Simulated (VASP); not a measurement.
# W (Fm-3m) in VASP: further runs, part 2 of 2

VASP 6.6.1.

## 3. Relaxation of cell and atoms, LDA, target pressure 5 GPa, at which the enthalpy is minimised

Input file INCAR:

```
PREC = Accurate
ENCUT = 600
EDIFF = 1E-7
ISMEAR = -1
SIGMA = 0.05
LREAL = False
LASPH = True
NELM = 60
ALGO = Fast
ISIF = 3
LWAVE = False
LCHARG = False
GGA = CA
IBRION = 2
NSW = 40
EDIFFG = -0.01
PSTRESS = 50
```

Input file KPOINTS:

```
regular mesh
0
Gamma
  11 11 11
```

Input file POSCAR:

```
W
1.0
    0.0000000000      2.0300000000      2.0300000000
    2.0300000000      0.0000000000      2.0300000000
    2.0300000000      2.0300000000      0.0000000000
W
1
Direct
    0.0000000000      0.0000000000      0.0000000000
```

Potentials or basis: VASP PAW LDA potentials, release 64 (W_sv).

The run is started by

```
cat potpaw_LDA.64/W_sv/POTCAR > POTCAR
mpirun -np 1 vasp_std > vasp.out
```

OUTCAR:

```text
PREC = Accurate
   ENCUT = 600
   EDIFF = 1E-7
   ISMEAR = -1
   LREAL = False
   LASPH = True
   NELM = 60
   ISIF = 3
   GGA = CA
   IBRION = 2
   NSW = 40
   EDIFFG = -0.01
   PSTRESS = 50

 ion  position               nearest neighbor table
   1  0.000  0.000  0.000-

  LATTYP: Found a face centered cubic cell.
 ALAT       =     4.0600000000

  Lattice vectors:

 A1 = (   0.0000000000,   2.0300000000,   2.0300000000)
 A2 = (   2.0300000000,   0.0000000000,   2.0300000000)
 A3 = (   2.0300000000,   2.0300000000,   0.0000000000)

Analysis of symmetry for initial positions (statically):
=====================================================================
 Subroutine PRICEL returns:
 Original cell was already a primitive cell.
[... 333 lines left out ...]
 fundamental gap:      0.0744130113
 Fermi energy:        11.0354525623

 k-point     1 :       0.0000    0.0000    0.0000
  band No.  band energies     occupation
      1     -62.0578      2.00000
      2     -25.8575      2.00000
      3     -25.8575      2.00000
      4     -25.8575      2.00000
      5       1.9295      2.00000
      6      10.4339      1.99999
      7      10.4339      1.99999
      8      10.4339      1.99999
      9      13.7605      0.00000
     10      13.7605      0.00000
     11      24.0338      0.00000
[... 309 lines left out ...]
 k-point    24 :      -0.1818    0.1818    0.0000
  band No.  band energies     occupation
      1     -61.9658      2.00000
      2     -26.6400      2.00000
      3     -26.1860      2.00000
      4     -25.9501      2.00000
      5       5.2586      2.00000
      6       8.8477      2.00000
      7      10.3394      2.00000
      8      12.0099      0.00000
      9      12.1132      0.00000
     10      15.9002      0.00000
     11      25.8983      0.00000

 [... further k-points ...]

------------------------ aborting loop because EDIFF is reached ----------------------------------------

  FORCE on cell =-STRESS in cart. coord.  units (eV):
  Direction    XX          YY          ZZ          XY          YZ          ZX
  --------------------------------------------------------------------------------------
  -------------------------------------------------------------------------------------
  Total        0.4832298      0.4832298      0.4832298      0.0000000      0.0000000     -0.0000000
  in kB       49.7114026     49.7114026     49.7114026      0.0000000      0.0000000     -0.0000000
  external PRESSURE =      -0.2885974 kB  Pullay stress =      50.0000000 kB
[... 20 lines left out ...]
  energy  without entropy=      -13.6092208335  energy(sigma->0) =      -13.61362786

  enthalpy is  TOTEN    =       -13.1319997330 eV   P V=        0.4860351614

 reached required accuracy - stopping structural energy minimisation
```

OSZICAR:

```text
N       E                     dE             d eps       ncg     rms          rms(c)
DAV:   1     0.814659921214E+02    0.81466E+02   -0.86625E+03  1232   0.158E+03
DAV:   2    -0.124803403179E+02   -0.93946E+02   -0.91651E+02  1349   0.352E+02
DAV:   3    -0.142575259688E+02   -0.17772E+01   -0.17440E+01  1373   0.462E+01
[... 57 lines left out ...]
RMM:   2    -0.136181068151E+02    0.45245E-03   -0.62301E-04  1232   0.285E-01    0.707E-02
RMM:   3    -0.136180319272E+02    0.74888E-04   -0.27601E-04  1233   0.191E-01    0.560E-02
RMM:   4    -0.136180350258E+02   -0.30986E-05   -0.20253E-05  1297   0.617E-02    0.167E-02
RMM:   5    -0.136180348083E+02    0.21756E-06   -0.55615E-06  1250   0.314E-02    0.186E-03
RMM:   6    -0.136180348944E+02   -0.86135E-07   -0.92047E-07  1148   0.135E-02
   5 F= -.13132000E+02 E0= -.13127593E+02  d E =-.810773E-01
```

Run time: 23 s. Hardware: 1 thread of Intel Xeon Platinum 8488C (Sapphire Rapids), shared host; peak memory 0.15 GiB.

What came out:

```yaml
Free_energy: -13.6180 eV
Relaxed_volume: 15.57 Å³/atom
Relaxed_cell: a = 2.803 Å, b = 2.803 Å, c = 2.803 Å, α = 60.00°, β = 60.00°, γ = 60.00°
Space_group_after_relaxing_to_0.05_Å: Fm-3m (No. 225)
Energy_change_on_relaxing_the_enthalpy_is_what_falls: -45.0 meV/atom
Ionic_steps: 5
Pressure_after_relaxing: 5.0 GPa
Band_gap_on_the_k_mesh: none (metal or under the smearing width)
```

Step by step:
```
step  energy change (eV)  largest force (eV/Å)  pressure (GPa)  volume (Å³)
   1              0.0000                0.0000          -16.14        16.73
   2              1.4105                0.0000          148.70        11.93
   3             -0.0481                0.0000            1.84        15.72
   4             -0.0459                0.0000            4.33        15.61
   5             -0.0450                0.0000            4.97        15.57
```

Final structure:
```cif
data_structure
_symmetry_space_group_name_H-M 'P 1'
_symmetry_Int_Tables_number 1
_cell_length_a 2.8031
_cell_length_b 2.8031
_cell_length_c 2.8031
_cell_angle_alpha 60.000
_cell_angle_beta 60.000
_cell_angle_gamma 60.000
_cell_volume 15.57
loop_
_atom_site_label
_atom_site_type_symbol
_atom_site_fract_x
_atom_site_fract_y
_atom_site_fract_z
_atom_site_occupancy
W1 W 0.00000 0.00000 0.00000 1
```

Caveat: the cell is relaxed towards a set pressure, so the enthalpy falls and the energy may rise. LDA usually gives volumes a few per cent too small.

## 4. Relaxation of cell and atoms, LDA, target pressure 10 GPa, at which the enthalpy is minimised

INCAR, as its differences from that of step 3:

```diff
@@ -16,2 +16,2 @@
 EDIFFG = -0.01
-PSTRESS = 50
+PSTRESS = 100
```

KPOINTS is that of step 3.

POSCAR is that of step 3.

The run is started by

```
cat potpaw_LDA.64/W_sv/POTCAR > POTCAR
mpirun -np 1 vasp_std > vasp.out
```

Run time: 24 s. Hardware: 1 thread of Intel Xeon Platinum 8488C (Sapphire Rapids), shared host; peak memory 0.14 GiB.

It converged, with:

- Free energy: -13.6076 eV
- Relaxed volume: 15.35 Å³/atom
- Relaxed cell: a = 2.790 Å, b = 2.790 Å, c = 2.790 Å, α = 60.00°, β = 60.00°, γ = 60.00°
- Space group after relaxing (to 0.05 Å): Fm-3m (No. 225)
- Energy change on relaxing (the enthalpy is what falls): -34.5 meV/atom
- Ionic steps: 5
- Pressure after relaxing: 10.0 GPa
- Band gap on the k mesh: none (metal or under the smearing width)

Step by step:
| step | energy change (eV) | largest force (eV/Å) | pressure (GPa) | volume (Å³) |
| --- | --- | --- | --- | --- |
| 1 | 0.0000 | 0.0000 | -16.14 | 16.73 |
| 2 | 2.5509 | 0.0000 | 228.91 | 10.95 |
| 3 | -0.0441 | 0.0000 | 5.53 | 15.55 |
| 4 | -0.0377 | 0.0000 | 8.77 | 15.40 |
| 5 | -0.0345 | 0.0000 | 10.00 | 15.35 |

Final structure:
```
W
1.0
     0.00000    1.97254    1.97254
     1.97254    0.00000    1.97254
     1.97254    1.97254    0.00000
W
1
Direct
  0.00000 0.00000 0.00000
```

Levels at points of the mesh, in eV from the Fermi level:
```csv
k point,band 3,band 4,band 5,band 6,band 7,band 8,band 9,band 10,band 11
"(0.00, 0.00, 0.00)",-36.84,-36.84,-9.18,-0.62,-0.62,-0.62,2.78,2.78,13.02
```

Caveat: the cell is relaxed towards a set pressure, so the enthalpy falls and the energy may rise.

## 5. Relaxation of cell and atoms, LDA, target pressure 20 GPa, at which the enthalpy is minimised

INCAR, as its differences from that of step 4:

```diff
@@ -16,2 +16,2 @@
 EDIFFG = -0.01
-PSTRESS = 100
+PSTRESS = 200
```

KPOINTS is that of step 4.

POSCAR is that of step 4.

The run is started by

```
cat potpaw_LDA.64/W_sv/POTCAR > POTCAR
mpirun -np 1 vasp_std > vasp.out
```

It took 26 s on 1 thread of Intel Xeon Platinum 8488C (Sapphire Rapids), shared host; peak memory 0.15 GiB.

It converged, with:

```yaml
Free_energy: -13.5696 eV
Relaxed_volume: 14.94 Å³/atom
Relaxed_cell: a = 2.765 Å, b = 2.765 Å, c = 2.765 Å, α = 60.00°, β = 60.00°, γ = 60.00°
Space_group_after_relaxing_to_0.05_Å: Fm-3m (No. 225)
Energy_change_on_relaxing_the_enthalpy_is_what_falls: +3.4 meV/atom
Ionic_steps: 5
Pressure_after_relaxing: 20.1 GPa
Band_gap_on_the_k_mesh: none (metal or under the smearing width)
```

Step by step:
```csv
step,energy change (eV),largest force (eV/Å),pressure (GPa),volume (Å³)
1,0.0000,0.0000,-16.14,16.73
2,6.4225,0.0000,494.47,9.16
3,-0.0280,0.0000,12.19,15.26
4,-0.0108,0.0000,16.85,15.07
5,0.0034,0.0000,20.05,14.94
```

Final structure:
```yaml
crystal:
  lattice:
    - [0.00000, 1.95489, 1.95489]
    - [1.95489, 0.00000, 1.95489]
    - [1.95489, 1.95489, 0.00000]
  atoms:
    - { symbol: W, position: [0.00000, 0.00000, 0.00000] }
```

Levels at points of the mesh, in eV from the Fermi level:
```tsv
k point	band 4	band 5	band 6	band 7	band 8	band 9	band 10	band 11
(0.00, 0.00, 0.00)	-36.75	-9.31	-0.66	-0.66	-0.66	2.87	2.87	13.04
```

Caveat: the cell is relaxed towards a set pressure, so the enthalpy falls and the energy may rise. LDA usually gives volumes a few per cent too small.

## 6. Relaxation of cell and atoms, LDA, target pressure 30 GPa, at which the enthalpy is minimised

INCAR, as its differences from that of step 5:

```diff
@@ -16,2 +16,2 @@
 EDIFFG = -0.01
-PSTRESS = 200
+PSTRESS = 300
```

KPOINTS is that of step 5.

POSCAR is that of step 5.

Potentials or basis: VASP PAW LDA potentials, release 64 (W_sv).

The run is started by

```
cat potpaw_LDA.64/W_sv/POTCAR > POTCAR
mpirun -np 1 vasp_std > vasp.out
```

Wall time 42 s (1 thread of Intel Xeon Platinum 8488C (Sapphire Rapids), shared host); peak memory 0.16 GiB.

It converged, with:

| Property | Result |
| --- | --- |
| Free energy | -13.5141 eV |
| Relaxed volume | 14.58 Å³/atom |
| Relaxed cell | a = 2.742 Å, b = 2.742 Å, c = 2.742 Å, α = 60.00°, β = 60.00°, γ = 60.00° |
| Space group after relaxing (to 0.05 Å) | Fm-3m (No. 225) |
| Energy change on relaxing (the enthalpy is what falls) | +59.0 meV/atom |
| Ionic steps | 14 |
| Pressure after relaxing | 29.9 GPa |
| Band gap on the k mesh | none (metal or under the smearing width) |

Step by step:
```csv
step,energy change (eV),largest force (eV/Å),pressure (GPa),volume (Å³)
1,0.0000,0.0000,-16.14,16.73
2,13.5228,0.0000,992.82,7.57
3,-0.0124,0.0000,16.41,15.08
4,0.0188,0.0000,23.05,14.83
5,0.0601,0.0000,30.20,14.58
6,0.0525,0.0000,28.89,14.62
7,0.0532,0.0000,28.99,14.62
8,0.0553,0.0000,29.34,14.60
9,0.0553,0.0000,29.33,14.60
10,0.0554,0.0000,29.36,14.60
11,0.0556,0.0000,29.39,14.60
12,0.0561,0.0000,29.46,14.60
13,0.0571,0.0000,29.63,14.59
14,0.0590,0.0000,29.93,14.58
```

Final structure:
```
CELL_PARAMETERS angstrom
0.00000 1.93917 1.93917
1.93917 0.00000 1.93917
1.93917 1.93917 0.00000
ATOMIC_POSITIONS crystal
W 0.00000 0.00000 0.00000
```

Levels at points of the mesh, in eV from the Fermi level:
```
           k point  band 4  band 5  band 6  band 7  band 8  band 9  band 10  band 11
(0.00, 0.00, 0.00)  -36.67   -9.43   -0.70   -0.70   -0.70    2.95     2.95    13.06
```

Caveat: the cell is relaxed towards a set pressure, so the enthalpy falls and the energy may rise.

## 7. The runs side by side

```csv
cell,target pressure,gap on the mesh (eV),pressure (GPa)
relaxed to 2 GPa,2 GPa,none,2.0
relaxed to 5 GPa,5 GPa,none,5.0
relaxed to 10 GPa,10 GPa,none,10.0
relaxed to 20 GPa,20 GPa,none,20.1
relaxed to 30 GPa,30 GPa,none,29.9
```

Alike in all rows: task relaxation of cell and atoms; level LDA; potentials or basis VASP PAW LDA potentials, release 64 (W_sv); no spin polarisation; k mesh 11 × 11 × 11; cutoff (eV) 600; smearing fermi-dirac 0.05 eV.

Caveats: the cell is relaxed towards a set pressure, so the enthalpy falls and the energy may rise.

Total energies depend on the potentials used, so only differences within one code and one set of settings carry meaning.
